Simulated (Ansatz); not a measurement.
# Stack of 1T-ZrSSe under 1T-SnS2, shifted by two thirds of the diagonal in a perpendicular field, part 2 of 2

What dipole does a perpendicular field induce in the stack of 1T-ZrSSe under 1T-SnS2, shifted by two thirds of the diagonal, and does the gap follow? A positive field points along +c.

Ansatz 0.2.0; plane-wave DFT, PBE-D3(BJ), Ansatz PAW.

So far. Step 2 (Relaxation): The lattice constant a goes from 3.720 to 3.679 Å.

## Step 3: Atoms held, field 0, start network

A sawtooth potential applies the field, turning back in the middle of the vacuum. With the dipole correction the typed value is the field outside the slab. The induced dipole is small, so the SCF threshold is tight.

The cell differs from the one that the last finished run ended in (c 47.217 → 27.496 Å).

input.yaml

```yaml
crystal:
  lattice:
    - [3.6788294311, 0.0, 0.0]
    - [-1.8394147156, 3.1859597435, 0.0]
    - [0.0, 0.0, 27.4963349444]
  atoms:
    - { symbol: Se, position: [0.6666666667, 0.3333333333, 0.3273163503] }
    - { symbol: Zr, position: [0.0, 0.0, 0.3875725258] }
    - { symbol: S, position: [0.3333333333, 0.6666666667, 0.4387891244] }
    - { symbol: S, position: [0.3333333333, 0.6666666667, 0.5651285099] }
    - { symbol: Sn, position: [0.6666666667, 0.3333333333, 0.6188874185] }
    - { symbol: S, position: [0.0, 0.0, 0.6726836497] }
kpoints:
  mp_grid: { grid: [18, 18, 1] }
  band_path:
    path: [[0, 0, 0], [0.5, 0, 0], [0.33333333, 0.33333333, 0], [0, 0, 0]]
    npoints: 16
hamiltonian:
  xc: pbe
  dispersion: d3bj
scf:
  occupations: { method: fermi_dirac, width: 0.02585 }
  convergence: { dr2_threshold: 1.0e-10 }
efield:
  axis: 3
  dipole_correction: true
  ramp_position: 0.97
  ramp_width: 0.06
  amplitude: 0
output:
  dos: { projected: true, e_range: [-6, 5] }
  write_potential: true
  write_density: true
  volumetric_format: npy
  elf: true
```

Launch:

```bash
> ansatz run input.yaml --threads 2 --pin off --max-ram 3072MiB --backend cpu --events-out ev --progress --plain --runs-dir out
```

Numbers of over 12 decimals in the logs are rounded to 6 here.

Output:

```text
[...]
Crystal: 6 atoms, lattice volume = 322.274 Å³
Basis set: ecut = 420 eV, 6295 PW (Γ)
Bands: 36, of which v1, the nominal top of the filled ones, is band 30 counted from 1 (29 counted from 0)
Symmetry: 6 space group operations
[...]
k-points: 37 of 324 (time reversal used)
[...]
SCF iter   1: F=—  HF=-18390.463631 eV  |F-HF|=—  |Δ(HF+E_count)|=         —  Δρ=1.24e-3  dr2=4.64e-2  ethr=1.77e-3  p=-0.018 e·Å  D=-1.02e-2 V/Å  ΔV_dip=0.28 eV  dr2_dipole=1.37e-2  V_vac-E_F(+/−)=5.66/5.38 eV  ⟨swp⟩=10.9  Hψ=6474  notcnv=0
efield: sawtooth ramp at fractional position 0.9700 (set: `efield.ramp_position`, or a place that a band, a saddle search or an elastic batch's reference lends), width 0.0600; the density the first Hamiltonian is built on has a dipole p = -0.018 e·Å; the dipole correction subtracts the counter field D = -1.02e-2 V/Å, which shifts the + side's vacuum level by +0.28 eV against the − side's; the planar-averaged density in the ramp window peaks in size at 1.0e-5 e/Å³
[...]
SCF iter   2: F=—  HF=-18390.465559 eV  |F-HF|=—  |Δ(HF+E_count)|=   1.93e-3  Δρ=1.31e-3  dr2=2.85e-2  ethr=7.73e-5  p=0.016 e·Å  D=9.09e-3 V/Å  ΔV_dip=-0.25 eV  dr2_dipole=4.66e-3  V_vac-E_F(+/−)=5.35/5.60 eV  ⟨swp⟩=3.4  Hψ=2642  notcnv=0  defer=60
[...]
SCF iter  13: F=-18390.462702 eV  HF=-18390.462702 eV  |F-HF|=8.37e-11  |Δ(HF+E_count)|=  1.38e-10  Δρ=8.24e-8  dr2=9.01e-11  ethr=1.00e-12  p=0.009 e·Å  D=5.30e-3 V/Å  ΔV_dip=-0.15 eV  dr2_dipole=1.40e-11  V_vac-E_F(+/−)=5.43/5.57 eV  ⟨swp⟩=8.5  Hψ=4127  notcnv=0
the search or the solves at the SCF's close seem to have found levels that the self-consistency loop had missed (the run counts 1). By its estimate they hold under 1e-12 electrons; where the run keeps them, the occupations were computed again with them
SCF 1 converged in 13 iterations: F = -18390.462702 eV  dr2 = 9.01e-11
[...]
NSCF: frozen V_eff on 49 k-points
efield: sawtooth ramp at fractional position 0.9700 (kept from the solve that this one continues, or follows in the run), width 0.0600; the density the first Hamiltonian is built on has a dipole p = 0.009 e·Å; the dipole correction subtracts the counter field D = 5.30e-3 V/Å, which shifts the + side's vacuum level by -0.15 eV against the − side's; the planar-averaged density in the ramp window peaks in size at 6.9e-6 e/Å³
WARN: The output density's exchange-correlation potential varies sharply where the density is thin. Do not read a vacuum level from v_tot or v_xc, or from such a field of the output density. On a cell that repeats whose density bears no net charge and no dipole along the vacuum's axis use v_es (v_loc + v_h of the components); under efield.dipole_correction with no amplitude use v_es + v_field, which holds any externa [...]
SCF converged after 13 iterations
Free energy (F): -18390.462702 eV
[...]
Internal energy: -18390.462697 eV  (E = F + TS)
E sigma→0 (E₀):  -18390.462700 eV
Entropy (-TS):   -0.000005 eV (-0.001 meV/atom)
Fermi energy:    0.387566 eV
Dipole field:    D = 0.005303 V/Å  (p = 0.009445 e·Å, saw-weighted, corrected)
Work function:   Φ+ = 5.4250 eV   Φ− = 5.5708 eV
Levels:          The Fermi level and band energies are counted from a zero that moves with the ramp; work functions are not
[...]
--- Band table (eV; the first three rows and the last of 37) ---
  k-point 0: bands = [... 26 lower, -1.0932, -0.9821, 0.2047, 0.2047, 1.4150, 1.4352, 1.4352, 2.2222, ... 2 higher]
  k-point 1: bands = [... 26 lower, -1.0499, -0.9083, -0.0705, 0.0814, 1.4864, 1.5648, 1.5755, 2.2909, ... 2 higher]
  k-point 2: bands = [... 26 lower, -1.0030, -0.8512, -0.5729, -0.1739, 1.4894, 1.8339, 1.8780, 2.4523, ... 2 higher]
  k-point 36: bands = [... 26 lower, -1.8998, -1.8607, -1.5924, -1.4252, 1.6711, 2.2468, 2.6771, 2.9141, ... 2 higher]
```

Run time: 85 s. Hardware: 2 threads of Intel Xeon at 2.50GHz (Skylake/Cascade Lake), shared host; peak memory 0.86 GiB.

This step gave:

```yaml
dipole_along_the_normal: 0.009445 e·Å
gap_along_the_path: 0.3810 eV
smallest_direct_gap_along_the_path: 1.210 eV
step_between_the_vacuum_levels: -0.1458 eV
ionisation_energy_upper_face: 5.608 eV
electron_affinity_upper_face: 5.227 eV
ionisation_energy_lower_face: 5.754 eV
gap_the_smaller_of_path_and_mesh: 0.3810 eV
```

Running mean over a fixed 2.7 Å (it still follows the layers) of the planar mean; the ramp of the sawtooth is left out. The electron's electrostatic potential energy less the Fermi level by z:

| z (Å) | electron's electrostatic potential energy less the Fermi level (eV) |
| --- | --- |
| 3.5 | 5.57 |
| 4.0 | 5.57 |
| 4.5 | 5.57 |
| 5.0 | 5.57 |
| 5.5 | 5.56 |
| 6.0 | 5.53 |
| 6.5 | 5.40 |
| 7.0 | 4.78 |
| 7.5 | 3.47 |
| 8.0 | 1.90 |
| 8.5 | 0.0999 |
| 9.0 | -2.34 |
| 9.5 | -5.46 |
| 10.0 | -7.26 |
| 10.5 | -8.04 |
| 11.0 | -8.33 |
| 11.5 | -7.47 |
| 12.0 | -4.62 |
| 12.5 | -1.45 |
| 13.0 | 0.817 |
| 13.5 | 2.48 |
| 14.0 | 2.63 |
| 14.5 | 1.20 |
| 15.0 | -0.746 |
| 15.5 | -2.42 |
| 16.0 | -3.66 |
| 16.5 | -4.59 |
| 17.0 | -4.80 |
| 17.5 | -4.61 |
| 18.0 | -3.72 |
| 18.5 | -2.49 |
| 19.0 | -0.825 |
| 19.5 | 1.22 |
| 20.0 | 3.26 |
| 20.5 | 4.79 |
| 21.0 | 5.29 |
| 21.5 | 5.40 |
| 22.0 | 5.42 |
| 22.5 | 5.42 |
| 23.0 | 5.42 |
| 23.5 | 5.42 |
| 24.0 | 5.42 |

The density of states has structure finer than the step of the table below, so its rows give means over 0.25 eV, whole bins alone (the curve runs from -6 to 2.19 eV). Peaks (eV: height): -3.680: 13.1, -2.970: 10.5, -2.860: 9.81, -2.720: 11.2, -1.970: 16.9, -1.590: 13.6, 1.280: 9.97.

Density of states against energy, zero at the Fermi level of the run, which the smearing sets inside the gap; means over each step:

| energy (eV) | density of states (states/eV a cell) |
| --- | --- |
| -5.75 | 0.0357 |
| -5.50 | 1.38 |
| -5.25 | 2.05 |
| -5.00 | 1.40 |
| -4.75 | 2.41 |
| -4.50 | 2.74 |
| -4.25 | 5.01 |
| -4.00 | 3.90 |
| -3.75 | 7.33 |
| -3.50 | 5.59 |
| -3.25 | 4.34 |
| -3.00 | 7.20 |
| -2.75 | 7.17 |
| -2.50 | 2.87 |
| -2.25 | 4.25 |
| -2.00 | 8.46 |
| -1.75 | 6.78 |
| -1.50 | 7.53 |
| -1.25 | 3.64 |
| -1.00 | 2.44 |
| -0.75 | 0.717 |
| -0.50 | 0.375 |
| -0.25 | 0.161 |
| 0.00 | 0 |
| 0.25 | 0.425 |
| 0.50 | 1.79 |
| 0.75 | 2.36 |
| 1.00 | 3.35 |
| 1.25 | 5.37 |
| 1.50 | 3.36 |
| 1.75 | 1.46 |
| 2.00 | 1.90 |

Projected DOS per atom over height of the atomic layer and energy from the Fermi level. Layers: Se Zr S S Sn S from below.

Ten even steps from '_' (0.00 states/eV) to '@' (2.96 states/eV), each cell a mean:
```
__==________
__--____..__
__**__::::::
__==__......
__::____..__
____________
____________
____________
==__::______
**..--::__::
++..::##__##
==....##__##
--......__..
==++@@::__::
::--==::..::
==--++--::--
..::--::..::
..::==::....
__..........
______::....
______......
____________
```
Columns: height of the atomic layer (Å) from 9 to 18.5 (not evenly spaced); rows upwards: energy from the Fermi level (eV) from -5.96 to 2.14.

Electronic bands along the path, in eV, zero at the Fermi level of the run, which the smearing sets inside the gap:

| point | band 27 | band 28 | band 29 | band 30 | band 31 | band 32 | band 33 | band 34 |
| --- | --- | --- | --- | --- | --- | --- | --- | --- |
| Γ | -1.48 | -1.37 | -0.18 | -0.18 | 1.03 | 1.05 | 1.05 | 1.83 |
| halfway | -1.96 | -1.45 | -1.10 | -1.04 | 0.77 | 1.20 | 2.22 | 2.46 |
| M | -1.98 | -1.63 | -1.60 | -1.21 | 0.20 | 0.38 | 2.75 | 3.10 |
| halfway | -2.28 | -2.03 | -1.90 | -1.64 | 0.94 | 1.15 | 2.64 | 2.79 |
| K | -2.29 | -2.25 | -1.98 | -1.81 | 1.28 | 1.86 | 2.29 | 2.53 |
| halfway | -2.15 | -1.83 | -1.66 | -1.05 | 1.31 | 1.51 | 1.76 | 2.83 |
| Γ | -1.48 | -1.37 | -0.18 | -0.18 | 1.03 | 1.05 | 1.05 | 1.83 |

Electrostatic potential energy in the ca plane at fractional y = 0.000, with atoms of Zr and S within 0.2 Å of it. With pseudopotentials it is smooth inside the atoms' cores, unlike the true potential.

Ten even steps from '0' (-36 eV) to '9' (6 eV), each cell a mean:
```
99999999999999999999872000058999999999999987
99999999999999999999875100368999999999999888
99999999999999999999887655688999999999988888
99999999999999999998888888888899999998887767
99999999999999999987788888888899999998887666
99999999999999999988888888888899999998887667
99999999999999999998888767788999999999888777
99999999999999999999886322578999999999998888
99999999999999999999873000168999999999999988
99999999999999999999861000047999999999999997
```
Columns run along c (16.0 Å, from fractional 0.07 to 0.65 of the cell; values clipped at the 3rd and 97th percentile), rows up along a (3.7 Å). Atoms in or near the plane, at fractional coordinates: Zr at (0.39, 0.00).

ELF in the ca plane at fractional y = 0.000, with atoms of Zr and S within 0.2 Å of it. It is the smooth field of the valence electrons, not physical close to the nuclei.

Values, 6 rows by 16 columns, each cell a mean:
```
0.14 0.27 0.67 0.39 0.10 0.01 0.03 0.06 0.09 0.65 0.57 0.87 0.39 0.03 0.00 0.00
0.52 0.41 0.32 0.35 0.49 0.07 0.24 0.45 0.25 0.46 0.75 0.61 0.16 0.01 0.00 0.00
0.72 0.66 0.24 0.66 0.73 0.15 0.49 0.77 0.39 0.23 0.21 0.08 0.01 0.00 0.00 0.00
0.70 0.62 0.19 0.59 0.70 0.13 0.44 0.72 0.37 0.27 0.37 0.21 0.03 0.00 0.00 0.00
0.39 0.32 0.52 0.31 0.34 0.04 0.14 0.29 0.18 0.55 0.81 0.74 0.24 0.01 0.00 0.00
0.09 0.29 0.53 0.43 0.05 0.01 0.01 0.03 0.08 0.65 0.39 0.89 0.42 0.03 0.00 0.00
```
Columns run along c (16.0 Å, from fractional 0.30 to 0.88 of the cell), rows up along a (3.7 Å). Atoms in or near the plane, at fractional coordinates: Zr at (0.39, 0.00), S at (0.67, 0.00).

Valence density in the ca plane at fractional y = 0.000, with atoms of Zr and S within 0.2 Å of it. It is the smooth field of the valence electrons, not physical close to the nuclei.

Ten steps, logarithmic in the rise over the least value, from '0' (0.0 e/Å³) to '9' (3.9 e/Å³), each cell a mean:
```
00000000000000122479998521100000111112467667
00000000000001223468986432100001122223456776
00000000000012334445554443210011233333445554
00000000000012344443334444311012344444444332
00000000000013455443334554321113455555443221
00000000000012445443334454321012455554443322
00000000000012344444444443210012344444444443
00000000000001233456775432210001223333456665
00000000000001123469997422100000111122457777
00000000000000122479998521100000011112467557
```
Columns run along c (16.0 Å, from fractional 0.12 to 0.70 of the cell), rows up along a (3.7 Å). Atoms in or near the plane, at fractional coordinates: Zr at (0.39, 0.00), S at (0.67, 0.00).

The gap is 0.38 eV, with the valence edge 5.61 eV and the conduction edge 5.23 eV under the upper vacuum level.

## Step 4: Single point, field 0.1 V/Å

input.yaml: that of step 3 with these lines changed.

```diff
@@ -26,7 +26,6 @@
   dipole_correction: true
-  ramp_position: 0.97
-  ramp_width: 0.06
-  amplitude: 0
+  ramp_position: 0.9545
+  ramp_width: 0.0855
+  amplitude: 0.1
 output:
-  dos: { projected: true, e_range: [-6, 5] }
   write_potential: true
@@ -34,2 +33 @@
   volumetric_format: npy
-  elf: true
```

Output:

```text
[...]
Crystal: 6 atoms, lattice volume = 322.274 Å³
Basis set: ecut = 420 eV, 6295 PW (Γ)
Bands: 36, of which v1, the nominal top of the filled ones, is band 30 counted from 1 (29 counted from 0)
Symmetry: 6 space group operations
[...]
k-points: 37 of 324 (time reversal used)
[...]
k-point 0: bands = [... 26 lower, -1.0221, -1.0221, 0.1331, 0.1331, 1.3667, 1.3667, 1.4760, 2.1640, ... 2 higher]
  k-point 1: bands = [... 26 lower, -0.9790, -0.9607, -0.1421, 0.0100, 1.4209, 1.5068, 1.6211, 2.2343, ... 2 higher]
  k-point 2: bands = [... 26 lower, -0.9323, -0.9129, -0.6422, -0.2453, 1.4225, 1.8091, 1.8912, 2.3960, ... 2 higher]
  k-point 36: bands = [... 26 lower, -1.9804, -1.9286, -1.5195, -1.3834, 1.7412, 2.1792, 2.6065, 2.8451, ... 2 higher]
[key lines of the parts left out:]
SCF converged after 14 iterations
Free energy (F): -18390.466906 eV
Fermi energy:    0.382260 eV
Dipole field:    D = 0.041913 V/Å  (p = 0.074647 e·Å, saw-weighted, corrected)
```

Elapsed: 86 s, on 2 threads; peak memory 0.85 GiB.

The dipole is 0.0746 e·Å, 0.0652 e·Å from its value without field, and the gap 0.519 eV.

## Step 5: Single point, field -0.1 V/Å

input.yaml: that of step 4 with these lines changed.

```diff
@@ -28,3 +28,3 @@
   ramp_width: 0.0855
-  amplitude: 0.1
+  amplitude: -0.1
 output:
```

Output:

```text
[...]
Crystal: 6 atoms, lattice volume = 322.274 Å³
Basis set: ecut = 420 eV, 6295 PW (Γ)
Bands: 36, of which v1, the nominal top of the filled ones, is band 30 counted from 1 (29 counted from 0)
Symmetry: 6 space group operations
[...]
k-points: 37 of 324 (time reversal used)
[...]
k-point 0: bands = [... 26 lower, -1.1645, -0.9288, 0.2738, 0.2738, 1.3505, 1.5014, 1.5014, 2.2809, ... 2 higher]
  k-point 1: bands = [... 26 lower, -1.1211, -0.8530, -0.0014, 0.1504, 1.4907, 1.5631, 1.6419, 2.3486, ... 2 higher]
  k-point 2: bands = [... 26 lower, -1.0741, -0.7895, -0.5051, -0.1048, 1.5522, 1.7735, 1.9446, 2.5104, ... 2 higher]
  k-point 36: bands = [... 26 lower, -1.8217, -1.8031, -1.6579, -1.4626, 1.6001, 2.3122, 2.7455, 2.9807, ... 2 higher]
[key lines of the parts left out:]
SCF converged after 14 iterations
Free energy (F): -18390.465021 eV
Fermi energy:    0.386750 eV
Dipole field:    D = -0.031386 V/Å  (p = -0.055897 e·Å, saw-weighted, corrected)
```

Elapsed: 90 s, on 2 threads; peak memory 0.85 GiB.

The dipole is -0.0559 e·Å, -0.0653 e·Å from its value without field, and the gap 0.241 eV.

## Step 6: Response, atoms held

This step: plane-wave DFT, PBE-D3(BJ), Ansatz PAW; response to a field along the normal, atoms held (Ansatz 0.2.0).

The dipoles give the slope, and the difference of two potentials shows where the field is screened.

This step gave:

| Item | Value |
| --- | --- |
| equivalent conductor thickness p/(ε₀AE) | 10.08 Å |
| distance between the outer atoms | 9.496 Å |

The dipole of the cell by applied field:

| applied field (V/Å) | dipole of the cell (e·Å) |
| --- | --- |
| -0.1000 | -0.0559 |
| 0.0000 | 0.00944 |
| 0.1000 | 0.0746 |

Local field over the applied field, running mean. From the potentials at -0.1 and 0.1 V/Å; running mean over 2.8 Å. Local field over applied field against z:

z (Å), local field over applied field and a bar:
```
        5      0.996 ##############################
        6      0.962 #############################
        7      0.790 #######################
        8      0.474 #############
        9      0.174 ####
       10      0.052 
       11      0.051 
       12      0.160 ###
       13      0.349 #########
       14      0.413 ###########
       15      0.275 #######
       16      0.110 ##
       17      0.057 
       18      0.124 ##
       19      0.350 #########
       20      0.676 ####################
       21      0.920 ###########################
       22      0.990 ##############################
       23      0.999 ##############################
```

The induced electron density oscillates, so the rows of the table below give means over windows of 3.01 Å about each position, cut where the curve ends. Its maxima inside the range that stand out by 2 % of the span (Å: e/Å³ per V/Å): 8.0: 0.00371, 10.9: 3.3e-4, 14.6: 0.00280, 17.6: 9.3e-4. Its minima: 10.2: -8.9e-4, 12.9: -0.00315, 16.5: -9.8e-4, 19.5: -0.00355.

Electrons, planar mean, per unit field. Table of induced electron density by z; means over each step:

| z (Å) | induced electron density (e/Å³ per V/Å) |
| --- | --- |
| 5.51 | 1.9e-4 |
| 8.52 | 0.00161 |
| 11.53 | -7.3e-4 |
| 14.54 | 7.4e-4 |
| 17.55 | -4.6e-4 |
| 20.56 | -0.00135 |

The smaller of the gaps on the path and on the k-mesh, counted as 0 under 0.03 eV. Gap against applied field:

| applied field (V/Å) | gap (eV) |
| --- | --- |
| -0.1000 | 0.241 |
| 0.0000 | 0.381 |
| 0.1000 | 0.519 |

By hand: between -0.1 and 0.1 V/Å the dipole changes by 0.1305 e·Å, a slope of 0.6527 e·Å²/V. A perfect conductor of thickness t has p = ε₀AEt, so t = 180.95 × 0.6527 / 11.721 = 10.08 Å (e/ε₀ = 180.95 V·Å, A in Å²).

The induced dipole is that of a conductor 10.08 Å thick.

## Step 7: Outcome

| Quantity | Value |
| --- | --- |
| gap without field | 0.381 eV |
| ionisation energy, upper face | 5.61 eV |
| electron affinity, upper face | 5.23 eV |
| step between the vacuum levels | -0.146 eV |
| equivalent conductor thickness, atoms held | 10.1 Å |

What this shows: The induced dipole equals that of a perfect conductor 10.08 Å thick, while the outer atoms lie 9.50 Å apart; an out-of-plane ε follows only once a thickness t is chosen, by 1 − 1/ε = 10.08 Å / t. The two faces differ: the vacuum level above lies 0.15 eV lower than the one below. The gap goes from 0.38 eV to 0.24 eV at -0.1 V/Å. With the field reversed the gap is 0.52 eV at 0.1 V/Å. Semilocal functionals give gaps that are too small, and excitons are not included. Spin-orbit coupling is left out, which matters for the bands of elements this heavy.

[Logs are printed without paths, hosts, clocks, repeated set-up lines and the standing remarks that a program may print on its own settings, such as how far it seeks lower states.]

[Hosts, paths, dates, database ids (printed as entryN), source tags and the programs' standing remarks are cut or masked in the printed files.]

[Maps of the electrostatic potential energy from Ansatz leave out the sawtooth potential of an applied field or a dipole correction, so their vacuum need not be flat; planar profiles and work functions include it.]

[The density of states shown here was stored with 400 of the rows of the run's finer table, so its peaks can read low, often by over a quarter, or be missed, and its means over a window can be off by a tenth or more.]
